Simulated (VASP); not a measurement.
Crystal: HgTe.

```xyz
4
Lattice="4.0599 0.0000 0.0000 -2.0300 3.5160 0.0000 0.0000 0.0000 6.6177" Properties=species:S:1:pos:R:3 pbc="T T T"
Hg    0.0000    0.0000    0.0000
Hg    0.0000    0.0000    3.3088
Te    0.0000    2.3440    1.6544
Te    2.0300    1.1720    4.9632
```

The cell was built by a generator and needn't be a form met in nature.

| Property | Result |
| --- | --- |
| Program | VASP 6.6.1 |
| Task | relaxation of cell and atoms |
| Functional | PBE |
| Potentials or basis | VASP PAW PBE potentials, release 64 (Hg, Te) |
| Cutoff | 600 eV |
| k mesh | 6 × 6 × 4 |
| Occupations | fermi-dirac, width 0.02 eV |
| Spin | no spin polarisation |

At the start: pressure 19.0 GPa; volume 23.62 Å³/atom.

**Question.** Where does the relaxation end?

**Answer.** Over 9 steps the energy falls by 295.5 meV/atom and the volume is 29.43 Å³/atom (+24.6 %); space group P6_3/mmc (No. 194, to 0.05 Å).

Step by step:
| step | energy change (eV) | largest force (eV/Å) | pressure (GPa) | volume (Å³) |
| --- | --- | --- | --- | --- |
| 1 | 0.0000 | 0.0000 | 19.05 | 94.46 |
| 2 | -0.8340 | 0.0000 | -4.55 | 138.20 |
| 3 | -1.1617 | 0.0000 | -0.04 | 118.52 |
| 4 | -1.1616 | 0.0000 | -0.23 | 119.04 |
| 5 | -1.1708 | 0.0000 | -0.22 | 118.79 |
| 6 | -1.1818 | 0.0000 | -0.10 | 117.96 |
| 7 | -1.1819 | 0.0000 | -0.11 | 118.03 |
| 8 | -1.1819 | 0.0000 | 0.09 | 117.53 |
| 9 | -1.1820 | 0.0000 | 0.00 | 117.73 |

Final structure:
```xyz
4
Lattice="4.2633 0.0000 0.0000 -2.1317 3.6921 0.0000 0.0000 0.0000 7.4795" Properties=species:S:1:pos:R:3 pbc="T T T"
Hg    0.0000    0.0000    0.0000
Hg    0.0000    0.0000    3.7398
Te    0.0000    2.4614    1.8699
Te    2.1317    1.2307    5.6096
```

Caveat: the volume moved by over 15 % at a fixed basis, so the end points are rough.
